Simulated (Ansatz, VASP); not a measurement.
# ZnS in VASP and in Ansatz

The input INCAR:

```
SYSTEM = ZnS
PREC = Accurate
ENCUT = 520
EDIFF = 1E-8
ISMEAR = -1
SIGMA = 0.01
LREAL = .FALSE.
LASPH = .TRUE.
NELM = 100
ALGO = Normal
ISIF = 2
LWAVE = .FALSE.
LCHARG = .FALSE.
GGA = PE
LEFG = .TRUE.
NBANDS = 16
```

Contents of KPOINTS:

```
Automatic mesh
0
G
  9 9 9
  0 0 0
```

Contents of POSCAR:

```
ZnS
1.0
    0.0000000000      2.6864974396      2.6864974396
    2.6864974396      0.0000000000      2.6864974396
    2.6864974396      2.6864974396      0.0000000000
Zn S
1 1
Direct
    0.0000000000      0.0000000000      0.0000000000
    0.7500000000      0.7500000000      0.7500000000
```

Input for Ansatz:

```yaml
crystal:
  lattice:
    - [0.0, 2.6864974396, 2.6864974396]
    - [2.6864974396, 0.0, 2.6864974396]
    - [2.6864974396, 2.6864974396, 0.0]
  atoms:
    - { symbol: Zn, position: [0.0, 0.0, 0.0] }
    - { symbol: S, position: [0.75, 0.75, 0.75] }
kpoints:
  mp_grid: { grid: [9, 9, 9] }
scf:
  occupations: { method: fermi_dirac, width: 0.01 }
hamiltonian:
  xc: pbe
  pseudopotentials: { kind: paw }
output:
  forces: true
  stress: true
  eigenvalues: true
  efg: { contact_densities: true }
```

Change from the starting cell: volume scaled by 0.98, PAW files.

Alike in both runs: task electric field gradients; functional PBE; k mesh 9 × 9 × 9; occupations fermi-dirac, width 0.01 eV; no spin polarisation.

```csv
,VASP,Ansatz
version,VASP 6.6.1,Ansatz 0.2.0
potentials or method,"VASP PAW PBE potentials, release 64 (Zn, S)","PAW with Ansatz's default frozen-core files, scalar-relativistic"
plane-wave cutoff (eV),520,420
valence electrons in the cell,18,18
```

|  | VASP | Ansatz | Ansatz less VASP |
| --- | --- | --- | --- |
| gap on the k mesh at the Fermi level (eV) | 2.19 | 2.18 | -0.006 |
| pressure (GPa) | 3.1 | 3.0 | -0.17 |
| Vzz of the field gradient on the site that differs most (V/Å²) | 0.0 | 0.0 | 0.00 |

The functional is the same, so the differences come from potentials, cutoffs and numerics.
